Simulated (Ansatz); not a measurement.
# Ge: band gap under strain

How does strain move the band edges of diamond Ge, and do the functionals agree on it? States: +2.0 % strain along z alone; +3.0 % strain along z alone; +4.0 % strain along z alone.

Code: Ansatz 0.2.0. PAW datasets, plane waves. (Simulation; spin polarisation is off.)

## Step 1: The cell

The unstrained cell was relaxed with r2SCAN; in each strained cell the atoms were relaxed again with r2SCAN. Names of k-points are those of the unstrained zone, where strain can split equivalent points. First state: +2.0 % strain along z alone.

Space group I4_1/amd (No. 141), tetragonal; conventional cell a = 4.012 Å, c = 5.787 Å, 23.29 Å³ an atom. Ge has 4 Ge at 2.47 Å.

Coordinates:

```cif
data_structure
_symmetry_space_group_name_H-M 'I4_1/amd:1'
_symmetry_Int_Tables_number 141
_cell_length_a 4.0119
_cell_length_b 4.0119
_cell_length_c 5.7872
_cell_angle_alpha 90.000
_cell_angle_beta 90.000
_cell_angle_gamma 90.000
_cell_volume 93.15
loop_
_atom_site_label
_atom_site_type_symbol
_atom_site_symmetry_multiplicity
_atom_site_Wyckoff_symbol
_atom_site_fract_x
_atom_site_fract_y
_atom_site_fract_z
_atom_site_occupancy
Ge1 Ge 4 a 0.00000 0.00000 0.00000 1
```

From earlier runs on the unstrained cell: PBE 0.00 eV, r2SCAN 0.36 eV, HSE06 0.78 eV, r2SCAN+SOC 0.27 eV; a = 5.674 Å.

## Step 2: +2.0 % strain along z alone: PBE

input.yaml

```yaml
crystal:
  lattice:
    - [0.0, 2.8368735121, 2.8936109823]
    - [2.8368735121, 0.0, 2.8936109823]
    - [2.8368735121, 2.8368735121, 0.0]
  atoms:
    - { symbol: Ge, position: [0.0, 0.0, 0.0] }
    - { symbol: Ge, position: [0.25, 0.25, 0.25] }
kpoints:
  mp_grid: { grid: [8, 8, 8] }
  band_path:
    path:
      - [0.0, 0.0, 0.0]
      - [0.5, 0.0, 0.5]
      - [0.625, 0.25, 0.625]
      - [0.375, 0.375, 0.75]
      - [0.5, 0.5, 0.5]
      - [0.5, 0.25, 0.75]
      - [-0.010417, -0.010417, 0.0]
    npoints: 1
hamiltonian:
  xc: pbe
scf:
  occupations: { method: fermi_dirac, width: 0.02 }
  n_extra_bands: 4
output:
  forces: true
  stress: true
  eigenvalues: true
```

Run with:

```sh
$ ansatz run input.yaml --threads 2 --pin off --max-ram 20275MiB --backend cpu --events-out ev --progress --plain --runs-dir out
```

The runs that follow: +2.0 % strain along z alone: r2SCAN; +2.0 % strain along z alone: HSE06; +2.0 % strain along z alone: r2SCAN+SOC; +3.0 % strain along z alone: PBE; +3.0 % strain along z alone: r2SCAN; +3.0 % strain along z alone: HSE06; +3.0 % strain along z alone: r2SCAN+SOC; +4.0 % strain along z alone: PBE; +4.0 % strain along z alone: r2SCAN; +4.0 % strain along z alone: HSE06; +4.0 % strain along z alone: r2SCAN+SOC.

What does the calculation give?

**Answer**, as computed:

Least gap in eV (negative: overlap), with the change from the unstrained cell in brackets:

```
                      state  volume change (%)            PBE        r2SCAN         HSE06
+2.0 % strain along z alone               +2.0  -0.01 (-0.01)  0.11 (-0.25)  0.52 (-0.26)
+3.0 % strain along z alone               +3.0  -0.02 (-0.02)  0.00 (-0.36)  0.38 (-0.40)
+4.0 % strain along z alone               +4.0  -0.09 (-0.09)  0.00 (-0.36)  0.25 (-0.53)
```

The largest move of the HSE06 gap in the table is -0.527 eV, under +4.0 % strain along z alone. PBE and HSE06 differ by 0.78 eV on the unstrained gap, and by at most 0.44 eV on its change. Under +2.0 % strain along z alone and under +3.0 % strain along z alone and under +4.0 % strain along z alone PBE gives no gap, or under 0.02 eV, while HSE06 has one.
